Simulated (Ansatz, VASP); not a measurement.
# Al in VASP and in Ansatz

File INCAR:

```
PREC = Accurate ; ENCUT = 520
EDIFF = 1E-6 ; ISMEAR = 0
SIGMA = 0.15 ; LREAL = F
LASPH = T ; NELM = 80
ALGO = Fast ; ISIF = 2
LWAVE = F ; LCHARG = F
GGA = PE ; IVDW = 12
NBANDS = 8
```

File KPOINTS:

```
Automatic mesh
0
Gamma
  26 26 26
```

File POSCAR:

```
Al
1.0
    0.0000000000      1.9913628292      2.1904991121
    1.9913628292      0.0000000000      2.1904991121
    1.9913628292      1.9913628292      0.0000000000
Al
1
Direct
    0.0000000000      0.0000000000      0.0000000000
```

Input for Ansatz:

```yaml
crystal:
  lattice:
    - [0.0, 1.9913628292, 2.1904991121]
    - [1.9913628292, 0.0, 2.1904991121]
    - [1.9913628292, 1.9913628292, 0.0]
  atoms:
    - { symbol: Al, position: [0.0, 0.0, 0.0] }
basis:
  ecutwfc: 420
kpoints:
  mp_grid: { grid: [26, 26, 26] }
hamiltonian:
  xc: pbe
  dispersion: d3bj
scf:
  occupations: { method: gaussian, width: 0.15 }
output:
  forces: true
  stress: true
  eigenvalues: true
```

Change from the starting cell: strain +0.1000 x Voigt [0, 0, 1, 0, 0, 0], atoms carried along.

Alike in both runs: task single point; functional PBE; dispersion D3(BJ); k mesh 26 × 26 × 26; occupations gaussian, width 0.15 eV; no spin polarisation.

|  | VASP | Ansatz |
| --- | --- | --- |
| version | VASP 6.6.1 | Ansatz 0.2.0 |
| potentials or method | VASP PAW PBE potentials, release 64 (Al) | scalar-relativistic, plane waves, PAW |
| plane-wave cutoff (eV) | 520 | 420 |
| valence electrons in the cell | 3 | 3 |

Ansatz gave:

| Quantity | Value |
| --- | --- |
| gap on the k mesh at the Fermi level (eV) | none |
| pressure (GPa) | -6.1 |
| largest component of the traceless stress (GPa) | 2.70 |

What did VASP give for the same quantities?

gap on the k mesh at the Fermi level (eV): none; pressure (GPa): -6.1; largest component of the traceless stress (GPa): 2.68.

A gap of «none» marks a metal or a gap that the smearing closes.

Caveats: pairwise dispersion overbinds metals, which lowers pressure and volume.
